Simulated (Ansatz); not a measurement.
## SnO2: the change of largest V_zz and pressure with volume scale

Results calculated with Ansatz 0.2.0, not measured. Periodic Kohn-Sham DFT of a crystal at fixed atoms, scaled to volume_scale times the given cell; pressure positive in compression, energy less spherical unpolarised free atoms, largest_vzz the field gradient of largest size among the nuclei.

The cell before it is scaled or strained (space group P4_2/mnm, No. 136):
```
CELL_PARAMETERS angstrom
4.73730 0.00000 0.00000
0.00000 4.73730 0.00000
0.00000 0.00000 3.18640
ATOMIC_POSITIONS crystal
Sn 0.00000 0.00000 0.00000
Sn 0.50000 0.50000 0.50000
O 0.30562 0.30562 0.00000
O 0.19438 0.80562 0.50000
O 0.69438 0.69438 0.00000
O 0.80562 0.19438 0.50000
```

Settings of every row: method all-electron PAW; functional PBE; relativity scalar; k mesh 4x4x6; filling fermi-dirac; smearing width 0.03 eV; nucleus gaussian.

Atom start moment: 0 on all atoms.

Limits: field gradient without spin-orbit coupling on heavy atoms.

```csv
row,volume scale,V (Å³/atom),largest V_zz (1e21 V/m^2),pressure (GPa)
1,0.94,11.203,?,?
2,0.96,11.441,-9.887,21.151
3,0.98,11.68,-10.166,15.66
4,0.99,11.8,-10.303,13.135
5,1,11.918,-10.439,10.744
6,1.01,12.038,-10.573,8.484
7,1.02,12.157,-10.705,6.343
8,1.04,12.395,-10.965,2.404
9,1.06,12.633,-11.219,-1.119
```

Question: what largest V_zz and pressure should row 1 give?

Worked fit of largest V_zz. Take t = volume scale − 1. The shown rows have t = -0.04, -0.02, -0.01, 0, 0.01, 0.02, 0.04, 0.06. Least squares give largest V_zz = −10.4388 − 13.478 × t + 7.92 × t² 1e21 V/m^2; a straight line predicts inner rows, each left out in turn, worse (root mean square 0.006 against 0.00025 1e21 V/m^2). All shown rows lie on it to the printed digit. The withheld row has t = -0.06, so the fit gives −10.4388 − 13.478 × (-0.06) + 7.92 × (-0.06)² = -9.602 1e21 V/m^2.

The calculation gave -9.601 1e21 V/m^2. The fit lies 0.001 1e21 V/m^2 (0.062 % of the column's range) below it, one unit of the last digit. This row lies beyond the range of the fit.

Worked fit of pressure. Take u = (V_r/V)^(2/3) − 1 with V_r = 11.978 Å³ an atom, which is twice the finite (Eulerian) strain; such expansions in the strain, on which the Birch-Murnaghan equation of state is built, carry the rest volume and the bulk modulus. The shown rows have u = 0.03105, 0.01694, 0.01003, 0.00335, -0.00333, -0.00984, -0.02256, -0.03487. Least squares give pressure = 9.6042 + 341.429 × u + 976.29 × u² GPa; a straight line predicts inner rows, each left out in turn, worse (root mean square 0.32 against 0.011 GPa). The rows lie off it by 0.004, -0.008, 0.008, -0.015, 0.006, 0.004, 0.006, -0.005 (root mean square 0.0078 GPa). The pressure vanishes at u = -0.0309, or V = 12.55 Å³ an atom, and there the bulk modulus at fixed shape and fractions is B = −V dP/dV = (2/3)(1 + u) dP/du = 182 GPa. Letting shape and atoms relax would as a rule lower it, by much in layered, chain or molecular crystals. The withheld row has u = 0.0456, so the fit gives 9.6042 + 341.429 × (0.0456) + 976.29 × (0.0456)² = 27.203 GPa.

The calculation gave 27.28 GPa. The fit lies 0.077 GPa (0.27 % of the column's range) below it; its largest miss of a shown row is 0.015 GPa. This row lies beyond the range of the fit.
